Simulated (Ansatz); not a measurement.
# NbP: the cost of one run

Computed with Ansatz 0.2.0 (DFT PBEsol, scalar-relativistic, plane waves, PAW, unless a step's input says otherwise).

5 further runs of the same task are left out: 3 that didn't finish, 2 set aside as unsound or not needed. Runs told in other sessions of the task aren't counted.

### Step 1. Starting point

Symmetry: I4_1md, No. 109, tetragonal system. Conventional cell: a = 3.320 Å, b = 3.320 Å, c = 11.290 Å, α = 90.00°, β = 90.00°, γ = 90.00°. Around Nb (site symmetry 2mm) lie 6 P at 2.52 Å. P (site symmetry 2mm) has 6 Nb at 2.52 Å in its first shell of neighbours.

Coordinates:

```cif
data_structure
_symmetry_space_group_name_H-M 'I4_1md'
_symmetry_Int_Tables_number 109
_cell_length_a 3.3203
_cell_length_b 3.3203
_cell_length_c 11.2904
_cell_angle_alpha 90.000
_cell_angle_beta 90.000
_cell_angle_gamma 90.000
_cell_volume 124.47
loop_
_atom_site_label
_atom_site_type_symbol
_atom_site_symmetry_multiplicity
_atom_site_Wyckoff_symbol
_atom_site_fract_x
_atom_site_fract_y
_atom_site_fract_z
_atom_site_occupancy
Nb1 Nb 4 a 0.00000 0.00000 0.24981 1
P1 P 4 a 0.50000 0.50000 0.16756 1
```

It goes back to an entry of the Materials Project.

It is built from the cell relaxed beforehand with the same method (15.56 Å³/atom).

### Step 2. The reference cell

The cell is repeated 2 times, 8 atoms in all. Reference values: F = -20950.8239 eV; pressure 0.00 GPa; largest force 0.003 eV/Å; gap on the mesh none (metal). It was computed beforehand with the settings of the runs below.

### Step 3. The scan: freezing in a mode

Mode 4 of the phonon run on this cell, counted from the lowest, is frozen in: each atom moves by x times its row below, so x is the largest displacement.

```
atom     ux      uy     uz
 Nb1  0.000   1.000  0.000
 Nb2  0.000  -1.000  0.000
 Nb3  0.000   0.849  0.000
 Nb4  0.000  -0.849  0.000
  P5  0.000  -0.886  0.000
  P6  0.000   0.886  0.000
  P7  0.000   0.934  0.000
  P8  0.000  -0.934  0.000
```

### Step 4. At x = -0.300 Å

Input file input.yaml:

```yaml
crystal:
  lattice:
    - [0.0, -3.3202500371, 0.0]
    - [-3.3202500371, 0.0, 0.0]
    - [0.0, 0.0, -11.2903878865]
  atoms:
    - { symbol: Nb, position: [0.090354641, 0.0, 0.2498125512] }
    - { symbol: Nb, position: [0.409645359, 0.5, 0.7498125512] }
    - { symbol: Nb, position: [0.076730597, 0.5, 0.4998125512] }
    - { symbol: Nb, position: [0.423269403, 0.0, 0.9998125512] }
    - { symbol: P, position: [-0.0800470584, 0.0, 0.6675588738] }
    - { symbol: P, position: [0.5800470584, 0.5, 0.1675588738] }
    - { symbol: P, position: [0.5843522806, 1.0, 0.4175588738] }
    - { symbol: P, position: [-0.0843522806, 0.5, 0.9175588738] }
basis:
  ecutwfc: 420
kpoints:
  mp_grid: { grid: [14, 14, 4] }
hamiltonian:
  xc: pbesol
scf:
  occupations: { method: gaussian, width: 0.15 }
output:
  forces: true
  stress: true
  eigenvalues: true
```

Run with:

```console
> ansatz run input.yaml --threads 2 --pin off --max-ram 5120MiB --backend cpu --events-out ev --progress --plain --runs-dir out
```

Q: Estimate wall time and peak memory on 2 threads of Intel Xeon 6975P-C (Granite Rapids), shared host.

About 18 s, with a peak of 0.93 GiB.
